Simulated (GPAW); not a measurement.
TiB:

```
Ti B
1.0
     6.12000    0.00000    0.00000
     0.00000    3.06000    0.00000
     0.00000    0.00000    4.56000
Ti B
4 4
Direct
  0.67700 0.25000 0.37700
  0.32300 0.75000 0.62300
  0.82300 0.75000 0.87700
  0.17700 0.25000 0.12300
  0.52900 0.25000 0.89700
  0.47100 0.75000 0.10300
  0.97100 0.75000 0.39700
  0.02900 0.25000 0.60300
```

Base run:

```yaml
Program: GPAW 26.7.0
Functional: PBEsol
Potentials_or_basis: PAW data sets generated in the run's folder for this functional
Cutoff: 800 eV
Basis: pw
k_mesh: 3 × 6 × 4
Occupations: fermi-dirac, width 0.05 eV
Spin: no spin polarisation
```

Its results: pressure -5.4 GPa; largest force 0.270 eV/Å.

Task: After a change of settings the same cell gave: pressure -10.7 GPa; largest force 0.363 eV/Å. Which change was it?
A. functional from PBEsol to LDA; potentials or basis from PAW data sets generated in the run's folder for this functional to the program's PAW data sets (release 1.2.1) made for this functional
B. k mesh from 3 × 6 × 4 to 5 × 9 × 6
C. functional from PBEsol to r2SCAN; potentials or basis from PAW data sets generated in the run's folder for this functional to GPAW PAW data sets (gpaw-data 1.2.1)

Result: A.
